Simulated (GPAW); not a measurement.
A run of GPAW 26.7.0 is set up as follows.

Contents of run.py:

```python
from ase.eos import EquationOfState
from ase.io import Trajectory, read
from ase.units import GPa
from gpaw import GPAW, PW

atoms = read('InP.cif')

traj = Trajectory('eos.traj', 'w')
volumes, energies = [], []
for x in [0.94, 0.96, 0.98, 1.0, 1.02, 1.04, 1.06]:
    a = atoms.copy()
    a.set_cell(atoms.cell * x**(1 / 3), scale_atoms=True)
    calc = GPAW(mode=PW(600),
                xc='PBE',
                kpts={'size': (6, 6, 6), 'gamma': True},
                occupations={'name': 'fermi-dirac', 'width': 0.05},
                nbands=18,
                convergence={'density': 1e-05, 'energy': 1e-05},
                maxiter=150,
                txt=f'eos-{x:.2f}.txt')
    a.calc = calc
    energies.append(a.get_potential_energy(force_consistent=True))
    volumes.append(a.get_volume())
    p = -a.get_stress()[:3].mean() / GPa
    calc.write(f'eos-{x:.2f}.gpw')
    traj.write(a)
    print(f'{x:.2f} {volumes[-1]:10.4f} A^3 {energies[-1]:14.6f} eV {p:9.3f} GPa', flush=True)

v0, e0, B = EquationOfState(volumes, energies, eos='birchmurnaghan').fit()
print(f'V0 = {v0:.4f} A^3, E0 = {e0:.6f} eV, B0 = {B / GPa:.2f} GPa')
```

Contents of InP.cif:

```cif
data_InP
_cell_length_a 4.14435284
_cell_length_b 4.14435284
_cell_length_c 4.14435284
_cell_angle_alpha 60.00000000
_cell_angle_beta 60.00000000
_cell_angle_gamma 60.00000000
_space_group_name_H-M_alt 'P1'
_space_group_name_Hall 'P 1'
_space_group_IT_number 1
loop_
_space_group_symop_operation_xyz
'x,y,z'
loop_
_atom_site_label
_atom_site_type_symbol
_atom_site_symmetry_multiplicity
_atom_site_Wyckoff_symbol
_atom_site_fract_x
_atom_site_fract_y
_atom_site_fract_z
_atom_site_occupancy
In1 In 1 a 0.0000000000 0.0000000000 0.0000000000 1
P1 P 1 a 0.7500000000 0.7500000000 0.7500000000 1
```

Potentials or basis: GPAW PAW data sets (gpaw-data 1.2.1), pw.

The run is started by

```console
$ OMP_NUM_THREADS=1 python run.py
```

Predict the bulk modulus.

61 GPa.

Estimate the pressure derivative of the bulk modulus.

4.6.

Energy against volume, from the lowest point:
```tsv
volume (Å³/atom)	energy (meV/atom)
23.657	63.35
24.160	40.17
24.663	22.81
25.167	10.67
25.670	3.24
26.173	0.00
26.677	0.53
```

PBE usually gives volumes a little too large and moduli too small.

**The experiment to reproduce.**

A printed reference work, data compilation reports, for a bulk crystal of InP: bulk modulus 71 GPa.

Measured bulk modulus of InP: 71 GPa (a printed reference work, data compilation). This calculation gives 61 GPa (-14.7 %). The fit is for a static lattice scaled at fixed shape and fixed fractional positions.
